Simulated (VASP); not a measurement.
Pt:

```
CELL_PARAMETERS angstrom
0.00000 1.96090 1.96090
1.96090 0.00000 1.96090
1.96090 1.96090 0.00000
ATOMIC_POSITIONS crystal
Pt 0.00000 0.00000 0.00000
```

```yaml
Program: VASP 6.6.1
Task: single point
Functional: PBE
Potentials_or_basis: VASP PAW PBE potentials, release 64 (Pt)
Cutoff: 520 eV
k_mesh: 12 × 12 × 12
Occupations: fermi-dirac, width 0.05 eV
Spin: no spin polarisation
```

On this cell: pressure 9.7 GPa; band gap on the k mesh none (metal or under the smearing width).

The same run follows on a disturbed copy (cell strained at random at fixed volume):

```
Pt
1.0
    -0.01330    1.93575    1.94453
     1.97104    0.00303    1.92819
     2.00088    1.94926   -0.02681
Pt
1
Direct
  0.98674 0.01995 0.00694
```

Question: What changes?

Answer: The energy (extrapolated to zero smearing) moves by +2.6 meV/atom; pressure 9.8 GPa; band gap on the k mesh none (metal or under the smearing width).

Stress tensor (GPa, compression positive):
```
 8.83 -0.64  1.47
-0.64 10.32  0.63
 1.47  0.63 10.38
```
